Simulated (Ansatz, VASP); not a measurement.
**One calculation of GaP, two programs**

Contents of INCAR:

```
SYSTEM = GaP
ALGO = Fast
EDIFF = 1E-8
ENCUT = 520
IBRION = 8
ISIF = 2
ISMEAR = -1
LASPH = .True.
LCHARG = .False.
LEPSILON = .True.
LREAL = .False.
LWAVE = .False.
NELM = 60
PREC = Accurate
SIGMA = 0.05
```

File KPOINTS:

```
k-points
0
Gamma
  8 8 8
  0 0 0
```

POSCAR

```
GaP
1.0
    0.0000000000      2.7252500000      2.7252500000
    2.7252500000      0.0000000000      2.7252500000
    2.7252500000      2.7252500000      0.0000000000
Ga P
1 1
Direct
    0.0000000000      0.0000000000      0.0000000000
    0.7500000000      0.7500000000      0.7500000000
```

input.yaml

```yaml
crystal:
  lattice:
    - [0.0, 2.72525, 2.72525]
    - [2.72525, 0.0, 2.72525]
    - [2.72525, 2.72525, 0.0]
  atoms:
    - { symbol: Ga, position: [0.0, 0.0, 0.0] }
    - { symbol: P, position: [0.75, 0.75, 0.75] }
hamiltonian:
  xc: lda
  pseudopotentials: { kind: paw }
kpoints:
  mp_grid: { grid: [8, 8, 8] }
scf:
  occupations: { method: fixed }
output:
  eigenvalues: true
dielectric:
  method: response
```

Alike in both runs: task Born charges and dielectric tensor; functional LDA; k mesh 8 × 8 × 8; no spin polarisation.

|  | VASP | Ansatz |
| --- | --- | --- |
| version | VASP 6.6.1 | Ansatz 0.2.0 |
| potentials or method | VASP PAW LDA potentials, release 64 (Ga_d, P) | Ansatz PAW |
| plane-wave cutoff (eV) | 520 | 420 |
| occupations | fermi-dirac, width 0.05 eV | fixed |
| valence electrons in the cell | 18 | 18 |

Ansatz gave:

- gap on the k mesh at the Fermi level (eV): 1.49
- least direct gap on the mesh (eV): 1.61
- mean electronic dielectric constant: 10.92
- mean Born charge of the atom that differs most (e): 2.10

Task: What did VASP give for the same quantities?

Result: gap on the k mesh at the Fermi level (eV): 1.49; least direct gap on the mesh (eV): 1.64; mean electronic dielectric constant: 11.91; mean Born charge of the atom that differs most (e): 2.18.

 A k mesh can miss the band edges. LDA gaps usually lie below the measured ones, often by a third to a half.
